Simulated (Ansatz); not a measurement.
Below is a relaxed structure of SnTe. The cell was found from a structure generator's guess, not taken from experiment.

The calculation used DFT PBE, scalar-relativistic, plane waves, PAW in Ansatz. Cutoff 420 eV, Γ-centred mesh, Gaussian smearing, no spin polarisation.

```cif
data_structure
_symmetry_space_group_name_H-M 'P 1'
_symmetry_Int_Tables_number 1
_cell_length_a 4.4925
_cell_length_b 4.4925
_cell_length_c 3.1774
_cell_angle_alpha 90.000
_cell_angle_beta 90.000
_cell_angle_gamma 90.000
_cell_volume 64.13
loop_
_atom_site_label
_atom_site_type_symbol
_atom_site_fract_x
_atom_site_fract_y
_atom_site_fract_z
_atom_site_occupancy
Sn1 Sn 0.00000 0.00000 0.00000 1
Te1 Te 0.50000 0.50000 0.00000 1
```

Formation energies are uncorrected and refer to the elements' standard structures at the same level. The references include grey tin.

Question: What space group does it have?

Answer: P4/mmm (No. 123). Conventional cell: a = 4.492 Å, c = 3.177 Å. Around Sn lie 4 Te at 3.18 Å and 2 Sn at 3.18 Å; Te has 4 Sn at 3.18 Å and 2 Te at 3.18 Å.

Question: How far does it lie from the elements in energy?

Answer: −0.12 eV/atom. Whether it is stable depends on the other phases of the system, which aren't compared here.

Question: Is it a metal?

Answer: Yes, bands cross the Fermi level on the 10×10×10 mesh.

The last run used a 10×10×10 mesh for its 4-atom cell and Gaussian smearing of 0.10 eV. The end has Pmmm (No. 47) at a tolerance of 0.01 Å; the cell shown is made exact in the group found at 0.05 Å. These runs have no spin–orbit coupling, which can matter for Te. The reference form of Te is held partly by dispersion forces, which this level lacks. A later test with randomly moved atoms led to a structure 13 meV/atom lower, so this end is a saddle point or a shallow minimum.
